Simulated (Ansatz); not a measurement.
Structure types of HfO$_{2}$ were relaxed at one common pressure (all-electron LAPW in Ansatz 0.2.0 under PBE, scalar-relativistic, no spin polarisation, zero temperature). They take these volumes:

```csv
type,space group,V (Å³/atom)
fluorite,Fm-3m,9.95
rutile,P4_2/mnm,11.39
CdI2,P-3m1,10.83
```

Q: At about which pressure, and is the densest type also the lowest in enthalpy?

A: 32 GPa. The densest is fluorite, and it is also the lowest in enthalpy among these.
